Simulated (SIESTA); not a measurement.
CdO (Monteponite):

```xyz
2
Lattice="0.0000 2.3495 2.3495 2.3495 0.0000 2.3495 2.3495 2.3495 0.0000" Properties=species:S:1:pos:R:3 pbc="T T T"
Cd    0.0000    0.0000    0.0000
O     2.3495    2.3495    2.3495
```

Program: SIESTA 5.4.2. Alike in all runs: task band structure; cell as given; smearing fermi-dirac 0.05 eV; grid cutoff 800 Ry; energy shift 0.002 Ry.

Question: Order these runs on this cell by their pressure, lowest first.
A. level PBE; potentials or basis PseudoDojo 0.4 standard (PBE files, fully relativistic), TZP (energy shift 0.002 Ry); spin non-collinear, zero start, SOC; k mesh 8 × 8 × 8
B. level vdW-DF-C09; potentials or basis PseudoDojo 0.4 standard (PBE files), DZP (energy shift 0.002 Ry); spin off; k mesh 10 × 10 × 10
C. level B86bPBE; potentials or basis PseudoDojo 0.4 standard (PBE files), DZP (energy shift 0.002 Ry); spin off; k mesh 10 × 10 × 10
D. level SVWN5; potentials or basis PseudoDojo 0.4 standard (LDA files), DZP (energy shift 0.002 Ry); spin off; k mesh 10 × 10 × 10

Answer: D (-5.2 GPa), B (0.5 GPa), A (5.7 GPa), C (7.9 GPa).

Caveats: semicore shells carry a single zeta, which can move pressures by several GPa and volumes by a few percent; the basis of atomic orbitals isn't converged, which shifts pressures, moduli and gaps; the potentials were made for another functional, which shifts forces and pressure (some runs).
